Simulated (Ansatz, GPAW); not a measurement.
## Ta2N: 3 runs at one level of theory

```
Ta N
1.0
     3.11286    0.00000    0.00000
    -1.55643    2.69582    0.00000
     0.00000    0.00000    4.86984
Ta N
2 1
Cartesian
  0.0000 1.7972 1.2404
  1.5564 0.8986 3.6294
  0.0000 0.0000 0.0000
```

The cell comes from a database or a generator and needn't be the stable form of this composition.

Alike in all runs: task band structure; functional PBEsol; k mesh 10 × 10 × 6; occupations fermi-dirac, width 0.05 eV; no spin polarisation; no spin-orbit coupling. Pressure is positive in compression and, in plane waves, holds the error of the finite cutoff, which Ansatz's Pulay term estimates and takes out.

| program and potentials | plane-wave cutoff (eV) | notes | pressure (GPa) | largest force (eV/Å) |
| --- | --- | --- | --- | --- |
| Ansatz, Ansatz PAW | 420 | potentials made for PBE, which Ansatz adapts in part; Pulay term of +0.29 GPa included | -9.12 | 0.297 |
| GPAW, PAW data sets generated for this functional | 800 | - | -9.01 | 0.262 |
| Ansatz, all-electron LAPW, scalar-relativistic | - | - | -9.07 | 0.296 |

Force on atom 1 (Ta), eV/Å:

```
                           program and potentials      x      y       z
                               Ansatz, Ansatz PAW  0.000  0.000  -0.297
GPAW, PAW data sets generated for this functional  0.000  0.000  -0.262
   Ansatz, all-electron LAPW, scalar-relativistic  0.000  0.000  -0.296
```

The pressure spans -9.12 (Ansatz, Ansatz PAW) to -9.01 GPa (GPAW, PAW data sets generated for this functional), with all-electron results at -9.07.

Differences between rows come from potentials, basis sets and numerical settings, since the functional is the same but for its coding. Runs on potential files found faulty are left out.
